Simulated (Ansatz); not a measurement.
# BeSe: the cost of one run

Program: Ansatz 0.2.0. Level of theory: DFT r2SCAN, scalar-relativistic, plane waves, PAW. These are calculated values, not measurements.

1 further run of the same task is left out (set aside as unsound or not needed).

**1. Starting point**

Symmetry: F-43m, No. 216, cubic system. Conventional cell: a = 5.162 Å, b = 5.162 Å, c = 5.162 Å, α = 90.00°, β = 90.00°, γ = 90.00°. Be (site symmetry -43m) has 4 Se at 2.24 Å as nearest neighbours. Se (site symmetry -43m) is surrounded by 4 Be at 2.24 Å.

Structure file:

```cif
data_structure
_symmetry_space_group_name_H-M 'P 1'
_symmetry_Int_Tables_number 1
_cell_length_a 3.6501
_cell_length_b 3.6501
_cell_length_c 3.6501
_cell_angle_alpha 60.000
_cell_angle_beta 60.000
_cell_angle_gamma 60.000
_cell_volume 34.39
loop_
_atom_site_label
_atom_site_type_symbol
_atom_site_fract_x
_atom_site_fract_y
_atom_site_fract_z
_atom_site_occupancy
Be1 Be 0.00000 0.00000 0.00000 1
Se1 Se 0.25000 0.25000 0.25000 1
```

It is the result of an earlier relaxation at this level (volume 17.19 Å³/atom; gap on the mesh: 3.12 eV).

**2. Static run: bands, density of states and charges**

input.yaml reads:

```yaml
crystal:
  lattice:
    - [0.0, 2.5810272996, 2.5810272996]
    - [2.5810272996, 0.0, 2.5810272996]
    - [2.5810272996, 2.5810272996, 0.0]
  atoms:
    - { symbol: Be, position: [0.0, 0.0, 0.0] }
    - { symbol: Se, position: [0.25, 0.25, 0.25] }
basis:
  ecutwfc: 500
kpoints:
  mp_grid: { grid: [8, 8, 8] }
  band_path:
    path:
      - [[0.0, 0.0, 0.0], [-0.5, -0.5, 0.0], [-0.375, -0.375, 0.25]]
      - [[-0.375, 0.0, 0.375], [0.0, 0.0, 0.0], [0.0, 0.0, 0.5], [-0.5, -0.25, 0.25], [-0.5, -0.5, 0.0]]
    npoints: 14
hamiltonian:
  xc: r2scan
scf:
  occupations: { method: gaussian, width: 0.02 }
  n_extra_bands: 6
output:
  forces: true
  stress: true
  eigenvalues: true
  populations: true
  dos: { projected: true, de: 0.02, nscf_kmesh: { grid: [12, 12, 12] } }
  bader: true
  write_density: true
  write_potential: true
  elf: true
  volumetric_format: npy
```

On the command line:

```sh
> ansatz run input.yaml --threads 1 --pin off --max-ram 2560MiB --backend cpu --events-out ev --progress --plain --runs-dir out
```

Q: Estimate wall time and peak memory on 1 thread of an Arm CPU, shared host.

About 31 s, with a peak of 0.38 GiB.
